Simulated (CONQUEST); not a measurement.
## HfO2 under changes of volume

One of the cells (11.152 Å³/atom); the others are scaled copies at fixed shape and fractional positions:

```
Hf O
1.0
     3.61685    0.00000    0.00000
     0.00000    3.61685    0.00000
     0.00000    0.00000    5.11500
Hf O
2 4
Direct
  0.00000 0.00000 0.00000
  0.50000 0.50000 0.50000
  0.00000 0.50000 0.25000
  0.50000 0.00000 0.75000
  0.00000 0.50000 0.75000
  0.50000 0.00000 0.25000
```

Measurements of this composition are mostly on another form, of space group No. 14.

```yaml
Program: CONQUEST 1.3
Functional: PBE
Potentials_or_basis: PseudoDojo NC LDA, SZ, grid of 60 × 60 × 72 points
k_mesh: 7 × 7 × 5
Occupations: fermi-dirac, width 0.027 eV
Spin: no spin polarisation
```

| volume (Å³/atom) | energy over the lowest point (meV/atom) | pressure (GPa) | gap on the mesh (eV) |
| --- | --- | --- | --- |
| 10.483 | ? | ? | ? |
| 10.706 | 0.00 | 0.8 | 2.68 |
| 10.929 | 2.95 | -4.7 | 2.63 |
| 11.152 | 12.60 | -9.1 | 2.59 |
| 11.375 | 28.96 | -14.0 | 2.55 |
| 11.598 | 51.18 | -17.8 | 2.51 |
| 11.821 | 78.01 | -21.0 | 2.47 |

Problem. What does the run at 10.483 Å³/atom give?

Solution. Energy over the lowest point 5.56 meV/atom; pressure 7.1 GPa; gap on the mesh 2.72 eV.

Worked out: A Birch-Murnaghan fit of order 3 (a polynomial in V^(-2/3)) to the other rows has its minimum at 10.74 Å³/atom with B0 = V·E''(V) = 274 GPa and B' = 4.7. It gives 5.38 meV/atom at 10.483 Å³/atom, against the run's 5.56, and -dE/dV = 7.0 GPa, against 7.1. A straight line through the other rows of the gap, of slope -2.09 eV per unit of ln V, extrapolates to 2.72 eV, against the run's 2.72.

Energies are extrapolated to zero smearing.

Caveats: the potentials were made for another functional, which shifts forces and pressure; the atomic basis is small; spin-orbit coupling is left out, which moves the levels of the heavy elements; an odd mesh through Γ misses points on the zone boundary, where band edges often lie; the basis of atomic orbitals isn't converged, which shifts pressures, moduli and gaps; the real-space grid breaks the cell's symmetry a little (some runs).
